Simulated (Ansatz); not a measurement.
**Relaxing ScAl₃**

Method: Ansatz, DFT PBEsol, scalar-relativistic, plane waves, PAW. Settings: 420 eV cutoff, 10×10×10 k-mesh, Gaussian smearing of 0.10 eV, no spin polarisation.

What was changed in TiAl3: Ti → Sc on all its sites, cell and atoms relaxed.

Command:

```bash
ansatz run input.yaml --threads 2 --pin off --max-ram 5120MiB --backend cpu --events-out ev --progress --plain --runs-dir out
```

Input:

```yaml
crystal:
  lattice:
    - [3.9989650029, 0.0, 0.0]
    - [0.0, 3.9989650029, 0.0]
    - [0.0, 0.0, 3.9989650029]
  atoms:
    - { symbol: Sc, position: [0.0, 0.0, 0.0] }
    - { symbol: Al, position: [0.5, 0.5, 0.0] }
    - { symbol: Al, position: [0.5, 0.0, 0.5] }
    - { symbol: Al, position: [0.0, 0.5, 0.5] }
basis:
  ecutwfc: 420
kpoints:
  mp_grid: { grid: [10, 10, 10] }
hamiltonian:
  xc: pbesol
scf:
  occupations: { method: gaussian, width: 0.1 }
output:
  forces: true
  stress: true
  eigenvalues: true
relax:
  adjacent_minimum: "off"
  f_tol: 0.01
  max_steps: 60
  cell: { stress_tol: 0.1 }
```

F is the free energy. Steps run on the plane waves of an earlier cell, but the last one, and at times one on the way, on a freshly chosen basis, so a repeated geometry can differ a little in energy.

Steps:

```
step F − F(1) (eV) largest force component (eV/Å) V (Å³/atom) P (GPa)
   1         0.0000                           0.000       15.988     5.48
   2        -0.0454                           0.000       17.248    -2.01
   3        -0.0558                           0.000       16.890    -0.17
   4        -0.0559                           0.000       16.859     0.01
   5        -0.0575                           0.000       16.859     0.04
```

Relaxed structure:

```yaml
crystal:
  lattice:
    - [4.07033, 0.00000, 0.00000]
    - [0.00000, 4.07033, 0.00000]
    - [0.00000, 0.00000, 4.07033]
  atoms:
    - { symbol: Sc, position: [0.00000, 0.00000, 0.00000] }
    - { symbol: Al, position: [0.50000, 0.50000, 0.00000] }
    - { symbol: Al, position: [0.50000, 0.00000, 0.50000] }
    - { symbol: Al, position: [0.00000, 0.50000, 0.50000] }
```

Symmetry: Pm-3m, No. 221, cubic system. Conventional cell: a = 4.070 Å, b = 4.070 Å, c = 4.070 Å, α = 90.00°, β = 90.00°, γ = 90.00°. Sc (site symmetry m-3m) has 12 Al at 2.88 Å as nearest neighbours. Al (site symmetry 4/mmm) is surrounded by 4 Sc at 2.88 Å and 8 Al at 2.88 Å.

The run converged. Time: 9.5 s on 2 threads of Arm Neoverse V1 (shared host), peak memory 0.37 GiB.